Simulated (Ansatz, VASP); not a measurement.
## CuO in VASP and in Ansatz

Contents of INCAR:

```
SYSTEM = CuO
ALGO = Normal ; EDIFF = 1E-6
ENCUT = 520 ; GGA = PS
ISIF = 2 ; ISMEAR = -1
LASPH = .TRUE. ; LCHARG = .FALSE.
LREAL = .FALSE. ; LWAVE = .FALSE.
NBANDS = 25 ; NELM = 80
PREC = Accurate ; SIGMA = 0.05
```

Contents of KPOINTS:

```
k-points
0
G
  8 8 5
  0 0 0
```

The input POSCAR:

```
CuO
1.0
    1.9113292800     -2.0674080000      0.0000000000
    1.9113292800      2.0674080000      0.0000000000
    0.0000000000      0.0000000000      5.1559280000
Cu O
2 2
Direct
    0.5000000000      0.0000000000      0.0000000000
    0.0000000000      0.5000000000      0.5000000000
    0.5000000000      0.5000000000      0.2500000000
    0.5000000000      0.5000000000      0.7500000000
```

The input input.yaml:

```yaml
crystal:
  lattice:
    - [1.91132928, -2.067408, 0.0]
    - [1.91132928, 2.067408, 0.0]
    - [0.0, 0.0, 5.155928]
  atoms:
    - { symbol: Cu, position: [0.5, 0.0, 0.0] }
    - { symbol: Cu, position: [0.0, 0.5, 0.5] }
    - { symbol: O, position: [0.5, 0.5, 0.25] }
    - { symbol: O, position: [0.5, 0.5, 0.75] }
hamiltonian:
  xc: pbesol
  pseudopotentials: { kind: paw }
kpoints:
  mp_grid: { grid: [8, 8, 5] }
  band_path:
    path:
      - [[0.0, 0.0, 0.0], [0.463677429, 0.463677429, 0.0], [0.0, 0.5, 0.0], [0.0, 0.5, 0.5], [0.463677429, 0.463677429, 0.5], [0.0, 0.0, 0.5], [0.0, 0.0, 0.0], [-0.5, 0.5, 0.0], [-0.463677429, 0.536322571, 0.0], [-0.463677429, 0.536322571, 0.5], [-0.5, 0.5, 0.5], [-0.5, 0.5, 0.0]]
      - [[0.0, 0.0, 0.5], [-0.5, 0.5, 0.5]]
    npoints: 14
scf:
  occupations: { method: fermi_dirac, width: 0.05 }
  n_extra_bands: 10
output:
  forces: true
  stress: true
  eigenvalues: true
  fatbands: true
```

Measurements of this composition are mostly on another form, of space group No. 15.

Alike in both runs: functional PBEsol; k mesh 8 × 8 × 5; occupations fermi-dirac, width 0.05 eV; no spin polarisation.

```csv
,VASP,Ansatz
version,VASP 6.6.1,Ansatz 0.2.0
potentials or method,"VASP PAW PBE potentials, release 64 (Cu, O)",Ansatz PAW
plane-wave cutoff (eV),520,420
valence electrons in the cell,34,50
task,single point,band structure
```

```csv
,VASP,Ansatz,Ansatz less VASP
gap on the k mesh at the Fermi level (eV),none,none,-
pressure (GPa),7.0,6.2,-0.84
largest component of the traceless stress (GPa),1.76,2.15,+0.392
```

A gap of «none» marks a metal or a gap that the smearing closes. The functional is the same, so the differences come from potentials, cutoffs and numerics. The two sets of potentials don't hold the same shells in valence.

Caveats: the run has no spin polarisation, though such a crystal can be magnetic; semilocal functionals often make such compounds metallic where correlation or magnetic order opens a gap, which also shifts bond lengths; the PAW data sets were made with another functional, which shifts forces and pressure a little (VASP); the pressure holds a Pulay correction of +0.7 GPa for the finite cutoff (Ansatz); the PAW data sets come from PBE, with cores solved anew for the run's functional, which leaves a small shift of forces and pressure (Ansatz).
